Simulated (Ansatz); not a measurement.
# Pd (P6_3/mmc) in Ansatz: further runs

The runs below take Pd through relaxation of cell and atoms, single point, with BLYP+D4, PBE.

Program: Ansatz 0.2.0. These are calculated values, not measurements. Logs are shortened: lines on timing, memory, paths and dates and some standing lists are left out, and cuts for length are marked.

### Step 1. The crystal as given

It takes space group P6_3/mmc (No. 194, hexagonal). Conventional cell: a = 2.784 Å, b = 2.784 Å, c = 4.629 Å, α = 90.00°, β = 90.00°, γ = 120.00°. Pd (site symmetry -6m2) has 12 Pd at 2.78 to 2.82 Å as nearest neighbours.

This isn't the form of Pd at room conditions, which is fcc.

### Step 2. Relaxation of cell and atoms, BLYP+D4

Contents of input.yaml:

```yaml
crystal:
  lattice:
    - [2.7836650458, 0.0, 0.0]
    - [-1.3918325229, 2.4107246453, 0.0]
    - [0.0, 0.0, 4.628893]
  atoms:
    - { symbol: Pd, position: [0.3333333333, 0.6666666667, 0.25] }
    - { symbol: Pd, position: [0.6666666667, 0.3333333333, 0.75] }
hamiltonian:
  xc: blyp
  pseudopotentials: { kind: paw }
  dispersion: d4
kpoints:
  mp_grid: { grid: [11, 11, 6] }
scf:
  occupations: { method: fermi_dirac, width: 0.05 }
output:
  forces: true
  stress: true
  eigenvalues: true
  write_density: true
  write_potential: true
  elf: true
  volumetric_format: npy
relax:
  f_tol: 0.01
  max_steps: 40
  cell: { stress_tol: 0.05 }
```

Potentials or basis: Ansatz PAW.

The run is started by

```bash
> ansatz run input.yaml --threads 2 --pin off --max-ram 5632MiB --backend cpu --events-out ev --progress --plain --runs-dir out
```

What it wrote:

```text
Warning: RAYON_NUM_THREADS=2 ignored (pool sized by the plan → 2); use --threads N
Engine: ansatz 0.2.0, aarch64-unknown-linux-gnu
Pseudopotentials: kind: paw
Pseudopotential: Pd, paw, valence charge 18, recommended cutoff 420 eV (normal), Pd.paw.azcp
Functional definition: BLYP
  parameter beta = 0.0042
  parameter a = 0.04918
  parameter b = 0.132
  parameter c = 0.2533
  parameter d = 0.349
  exchange = b88_x(beta = beta)
  correlation = lyp_c(a = a, b = b, c = c, d = d)
Crystal: 2 atoms, lattice volume = 31.063 Å³
Basis set: ecut = 420 eV, 591 PW (Γ), exchange–correlation on 40×40×64 points (8 copies of the dense FFT grid, shifted against one another)
Bands: 22, of which v1, the nominal top of the filled ones, is band 18 counted from 1 (17 counted from 0)
Symmetry: 24 space group operations
Space group: P63/mmc (ITA 194), of the structure as read, at distance tolerance 3.1e-5 Å
k-points: 64 of 726
Non-local potential: Pd, projectors of the file, l = 0: 2, l = 1: 2, l = 2: 2, l = 3: 1
PAW form: soft (Blöchl's): semilocal exchange-correlation on the pseudo side does not see the compensation charge
PAW frozen core: Pd, regenerated for the run's functional, and the local potential with it (the file was generated under x = pbe(κ = 0.804, μ = 0.2195149727645171), c = pbe(β = 0.06672455060314922))
PAW one-centre angular grid: Pd, 590 points (default); XC on 64 Gauss nodes
Initial density: superposition of atomic densities (neutral atoms: chi_scale 0, normalization atom), corrected by the library's trained network
Initial wavefunctions: pseudopotential atomic-orbital guess
Functional: x = b88, c = lyp
SCF iter   1: F=—  HF=-13976.899639 eV  |F-HF|=—  |Δ(HF+E_count)|=         —  Δρ=1.58e-2  dr2=7.69e-2  ethr=1.77e-3  ⟨swp⟩=5.7  Hψ=6384  notcnv=0
preconditioner: auto → Kerker (q_TF=auto, 2.796 Å⁻¹)  [metal: Δε(μ)=0.004 eV  Ē_g=9.100 eV  σ=0.050 eV  W_gap=0.02  n_scr=10 (ndim 8)  ℏωp=29.8 eV  f_vac=0.000  D(μ)=5.89/eV (n_scr^D=98)]
SCF iter   2: F=—  HF=-13976.886000 eV  |F-HF|=—  |Δ(HF+E_count)|=   1.36e-2  Δρ=7.10e-3  dr2=1.56e-2  ethr=2.13e-4  ⟨swp⟩=2.0  Hψ=2132  notcnv=0
SCF iter   3: F=—  HF=-13976.883649 eV  |F-HF|=—  |Δ(HF+E_count)|=   2.35e-3  Δρ=1.82e-3  dr2=8.90e-4  ethr=4.32e-5  ⟨swp⟩=2.4  Hψ=1994  notcnv=0
SCF iter   4: F=—  HF=-13976.883747 eV  |F-HF|=—  |Δ(HF+E_count)|=   9.81e-5  Δρ=3.47e-4  dr2=2.33e-5  ethr=2.47e-6  ⟨swp⟩=2.4  Hψ=1951  notcnv=0
SCF iter   5: F=—  HF=-13976.883762 eV  |F-HF|=—  |Δ(HF+E_count)|=   1.55e-5  Δρ=9.42e-5  dr2=1.94e-6  ethr=6.48e-8  ⟨swp⟩=2.0  Hψ=1872  notcnv=0
SCF iter   6: F=—  HF=-13976.883764 eV  |F-HF|=—  |Δ(HF+E_count)|=   1.50e-6  Δρ=2.94e-5  dr2=1.73e-7  ethr=5.39e-9  ⟨swp⟩=2.0  Hψ=1896  notcnv=0
[... 55 lines left out ...]
iter 6 did not close the SCF: its close was put off for the readings that it lacked (scf_convergence_deferred on its scf_iter line)
SCF iter   6: F=-13976.884127 eV  HF=-13976.884127 eV  |F-HF|=3.64e-12  |Δ(HF+E_count)|=    0.00e0  Δρ=8.91e-9  dr2=1.80e-14  ethr=1.00e-12  ⟨swp⟩=1.0  Hψ=1408  notcnv=0
iter 7 did not close the SCF: its close was put off for the readings that it lacked (scf_convergence_deferred on its scf_iter line)
SCF iter   7: F=-13976.884127 eV  HF=-13976.884127 eV  |F-HF|=1.82e-12  |Δ(HF+E_count)|=  1.82e-12  Δρ=1.58e-9  dr2=3.70e-16  ethr=1.00e-12  ⟨swp⟩=1.0  Hψ=1408  notcnv=0
SCF iter   8: F=-13976.884127 eV  HF=-13976.884127 eV  |F-HF|=3.64e-12  |Δ(HF+E_count)|=  3.64e-12  Δρ=4.13e-10  dr2=2.98e-17  ethr=1.00e-12  ⟨swp⟩=1.6  Hψ=3300  notcnv=0
SCF 5 converged in 8 iterations: F = -13976.884127 eV  dr2 = 2.98e-17
relax step   5: F+E_penalty+E_count = -13976.88412696 eV  Δ(F+E_penalty+E_count) = +4.386e-5 eV  max|allowed force component| = 1.619e-17 eV/Å  Δτ_max = 0.0000 Å  P = -0.004 GPa  Ω = 30.959 Å³  stress off target by 3.35e-2 GPa  SCF on the basis re-selected at this cell (its energy is not comparable with the rows above)  (8 SCF iters)
basis re-selected at this cell: Δ(F+E_penalty+E_count) = +4.386e-5 eV, ΔP = +0.002 GPa vs the last step (what re-selecting the basis moved, of the pressure what is left beyond the Pulay correction that the steps carried, after the strain that the cell walked since its last selection, with what the two solves' SCF thresholds leave and, on support functions, any second-order correction that the steps lacked; it is no measure of the basis error at this ecutwfc). This SCF's stress stands 3.35e-2 GPa from its target on what of the cell is left free (relax.cell.stress_tol is 5.00e-2 GPa) and its largest allowed force component is 1.62e-17 eV/Å (relax.f_tol is 1.00e-2 eV/Å): within both
SCF converged after 8 iterations
Free energy (F): -13976.884127 eV
Harris-Foulkes:  -13976.884127 eV  (|F-HF|=3.64e-12)
Internal energy: -13976.837374 eV  (E = F + TS)
E sigma→0 (E₀):  -13976.860750 eV
Entropy (-TS):   -0.046753 eV (-23.377 meV/atom)
Fermi energy:    19.048401 eV
--- Per-component energies (eV) ---
  E_band       = -293.041903
  E_kinetic    = 1028.620917
  E_local      = -3639.718811  (includes V_loc(G=0)·N_el)
  E_nonlocal   = 432.117370
  E_hartree    = 1478.126454
  E_xc         = -331.718072
  E_vxc        = -415.473963  (∫ρ·V_xc dr)
  E_paw        = -7536.270798  (= ΣΔE_a)
  E_vpaw       = -654.840721  (= ΣTr[D̂ρ^β])
  E_aug_tail   = 0.000399  (compensation charges beyond the density's cutoff)
  E_ewald      = -5406.363673
  E_disp       = -1.804814  (pairwise vdW)
  E_core_change = 0.173656  (= ΣΔE_core)
  E_smearing   = -0.046753  (= −TS)
  E_closure    = 0.000000  (closes the sum)
  Σ components = -13976.884127   (vs F -13976.884127, Δ=0.00e0)
--- Forces (eV/Å), atoms counted from 1 ---
  atom   1  Pd    -0.00000000    -0.00000000     0.00000000
  atom   2  Pd    -0.00000000     0.00000000     0.00000000
  max |Σ_I F_I| component: 1.85e-17 eV/Å
--- Stress (GPa, compression-positive) ---
       -0.023061       0.000000       0.000000
       -0.000000      -0.023061      -0.000000
        0.000000      -0.000000       0.033500
  P = ⅓ Tr σ = -0.0042 GPa (-0.042 kbar)
--- Band table (eV; the first three rows and the last of 64) ---
  k-point 0: bands = ["-64.8769", "-64.8375", "-30.6997", "-30.4733", "-30.4733", "-30.4293", "-30.4293", "-30.3751", "12.3950", "14.1301", "16.2818", "16.4867", "16.4867", "16.8051", "16.8051", "17.4791", "17.4791", "18.8036", "18.8036", "20.2170", "25.6295", "36.3844"]
  k-point 1: bands = ["-64.8742", "-64.8402", "-30.6783", "-30.4704", "-30.4704", "-30.4323", "-30.4323", "-30.3972", "12.6263", "14.1679", "16.2275", "16.4391", "16.4391", "16.7376", "16.7376", "17.6425", "17.6425", "18.7703", "18.7703", "19.1920", "27.0168", "35.9522"]
  k-point 2: bands = ["-64.8671", "-64.8474", "-30.6196", "-30.4623", "-30.4623", "-30.4573", "-30.4404", "-30.4404", "13.2503", "14.2040", "16.1524", "16.3968", "16.3968", "16.5861", "16.5861", "17.5285", "17.9988", "17.9988", "18.6371", "18.6371", "29.7908", "35.0769"]
  k-point 63: bands = ["-64.8212", "-64.8212", "-30.7057", "-30.7057", "-30.6344", "-30.6344", "-30.4567", "-30.4567", "15.1528", "15.1528", "15.7566", "15.7566", "16.4956", "16.4956", "17.4315", "17.4315", "18.8935", "18.8935", "25.3493", "25.3493", "27.5283", "27.5283"]
--- Relaxed structure (4 steps of the walk, 4 accepted, 1 SCFs on fresh bases) ---
  F+E_penalty+E_count = -13976.88412696 eV   max|allowed force component| = 1.619e-17 eV/Å   (the final SCF, on the basis selected at the relaxed cell)
  cell:  # Å, volume = 30.9591 Å³
    - [2.7763490336638026, 0.0, 0.0]
    - [-1.3881745168319013, 2.4043887929252308, 0.0]
    - [0.0, 0.0, 4.637778154396344]
  atoms:
    - { symbol: Pd, position: [0.33333333333333337, 0.6666666666666667, 0.25] }
    - { symbol: Pd, position: [0.6666666666666667, 0.33333333333333337, 0.75] }
```

Run time: 5.8 s. Hardware: 2 threads of Arm Neoverse V2, shared host; peak memory 0.32 GiB.

What came out:

```
Free energy                            : -13976.8841 eV
Relaxed volume                         : 15.48 Å³/atom
Relaxed cell                           : a = 2.776 Å, b = 2.776 Å, c = 4.638 Å, α = 90.00°, β = 90.00°, γ = 120.00°
Space group after relaxing (to 0.05 Å) : P6_3/mmc (No. 194)
Energy gained by relaxing              : 0.2 meV/atom
Ionic steps                            : 5
Pressure after relaxing                : 0.0 GPa
Band gap on the k mesh                 : none (metal or under the smearing width)
```

Step by step:
| step | energy change (eV) | largest force (eV/Å) | volume (Å³) |
| --- | --- | --- | --- |
| 1 | 0.0000 | 0.0000 | 31.06 |
| 2 | -0.0003 | 0.0000 | 30.87 |
| 3 | -0.0004 | 0.0000 | 30.95 |
| 4 | -0.0004 | 0.0000 | 30.96 |
| 5 | -0.0004 | 0.0000 | 30.96 |

Final structure:
```
Pd
1.0
     2.77635    0.00000    0.00000
    -1.38817    2.40439    0.00000
     0.00000    0.00000    4.63778
Pd
2
Direct
  0.33333 0.66667 0.25000
  0.66667 0.33333 0.75000
```

Caveat: the plane-wave basis is chosen anew once the cell has moved, so the energies of steps on either side of that aren't comparable; pairwise dispersion overbinds metals, which lowers pressure and volume; the PAW data sets come from PBE, with cores solved anew for the run's functional, which leaves a small shift of forces and pressure.

### Step 3. Single point, PBE

Contents of input.yaml:

```yaml
crystal:
  lattice:
    - [2.7836650458, 0.0, 0.0]
    - [-1.3918325229, 2.4107246453, 0.0]
    - [0.0, 0.0, 4.628893]
  atoms:
    - { symbol: Pd, position: [0.3333333333, 0.6666666667, 0.25] }
    - { symbol: Pd, position: [0.6666666667, 0.3333333333, 0.75] }
hamiltonian:
  xc: pbe
  pseudopotentials: { kind: paw }
kpoints:
  mp_grid: { grid: [11, 11, 6] }
scf:
  occupations: { method: gaussian, width: 0.027 }
output:
  forces: true
  stress: true
  eigenvalues: true
```

Potentials or basis: Ansatz PAW.

The run is started by

```bash
> ansatz run input.yaml --threads 2 --pin off --max-ram 5632MiB --backend cpu --events-out ev --progress --plain --runs-dir out
```

Wall time 0.86 s (2 threads of Arm Neoverse V2, shared host); peak memory 0.3 GiB.

Results (log left out):

```
Free energy            : -13945.6155 eV
Pressure               : -1.6 GPa
Band gap on the k mesh : none (metal or under the smearing width)
```

Stress tensor (GPa, compression positive):
```
-1.77  0.00  0.00
 0.00 -1.77  0.00
 0.00  0.00 -1.14
```

Levels at points of the mesh, in eV from the Fermi level:
| k point | band 15 | band 16 | band 17 | band 18 | band 19 | band 20 | band 21 | band 22 |
| --- | --- | --- | --- | --- | --- | --- | --- | --- |
| (0.00, 0.00, 0.00) | -2.20 | -1.55 | -1.55 | -0.22 | -0.22 | 0.98 | 6.65 | 16.94 |
| (0.00, 0.00, -0.50) | -2.57 | -2.57 | -0.65 | -0.65 | -0.65 | -0.65 | 13.68 | 13.68 |

### Step 4. Single point, PBE

Changes to input.yaml since step 3:

```diff
@@ -14,3 +14,3 @@
 scf:
-  occupations: { method: gaussian, width: 0.027 }
+  occupations: { method: gaussian, width: 0.028 }
 output:
```

The run is started by

```bash
> ansatz run input.yaml --threads 2 --pin off --max-ram 5632MiB --backend cpu --events-out ev --progress --plain --runs-dir out
```

It took 0.85 s on 2 threads of Arm Neoverse V2, shared host; peak memory 0.3 GiB.

It converged, with:

```yaml
Free_energy: -13945.6156 eV
Pressure: -1.6 GPa
Band_gap_on_the_k_mesh: none (metal or under the smearing width)
```

Stress tensor (GPa, compression positive):
```
-1.78  0.00  0.00
 0.00 -1.78  0.00
 0.00  0.00 -1.14
```

Levels at points of the mesh, in eV from the Fermi level:
```csv
k point,band 16,band 17,band 18,band 19,band 20,band 21
"(0.00, 0.00, 0.00)",-1.55,-1.55,-0.22,-0.22,0.98,6.65
"(0.00, 0.00, -0.50)",-2.57,-0.65,-0.65,-0.65,-0.65,13.68
```

### Step 5. Single point, PBE

Changes to input.yaml since step 4:

```diff
@@ -14,3 +14,3 @@
 scf:
-  occupations: { method: gaussian, width: 0.028 }
+  occupations: { method: gaussian, width: 0.025 }
 output:
```

The run is started by

```bash
> ansatz run input.yaml --threads 2 --pin off --max-ram 5632MiB --backend cpu --events-out ev --progress --plain --runs-dir out
```

Wall time 0.74 s (2 threads of Intel Xeon Platinum 8488C (Sapphire Rapids), shared host); peak memory 0.37 GiB.

Results (log left out):

```yaml
Free_energy: -13945.6153 eV
Pressure: -1.6 GPa
Band_gap_on_the_k_mesh: none (metal or under the smearing width)
```

Stress tensor (GPa, compression positive):
```
-1.77  0.00  0.00
 0.00 -1.77  0.00
 0.00  0.00 -1.16
```

Levels at points of the mesh, in eV from the Fermi level:
```tsv
k point	band 16	band 17	band 18	band 19	band 20	band 21
(0.00, 0.00, 0.00)	-1.55	-1.55	-0.22	-0.22	0.98	6.65
(0.00, 0.00, -0.50)	-2.57	-0.65	-0.65	-0.65	-0.65	13.68
```

### Step 6. Overview

| task | level | cell | smearing | gap on the mesh (eV) | pressure (GPa) |
| --- | --- | --- | --- | --- | --- |
| relaxation of cell and atoms | BLYP+D4 | relaxed | fermi-dirac 0.05 eV | none | 0.0 |
| single point | PBE | as given | gaussian 0.027 eV | none | -1.6 |
| single point | PBE | as given | gaussian 0.028 eV | none | -1.6 |
| single point | PBE | as given | gaussian 0.025 eV | none | -1.6 |

Alike in all rows: potentials or basis Ansatz PAW; no spin polarisation; k mesh 11 × 11 × 6; cutoff (eV) 420.

Every run on the cell as given and a fine mesh finds a metal.

Caveats: the plane-wave basis is chosen anew once the cell has moved, so the energies of steps on either side of that aren't comparable (some runs); pairwise dispersion overbinds metals, which lowers pressure and volume (some runs); the PAW data sets come from PBE, with cores solved anew for the run's functional, which leaves a small shift of forces and pressure (some runs).

Total energies depend on the potentials used, so only differences within one code and one set of settings carry meaning.
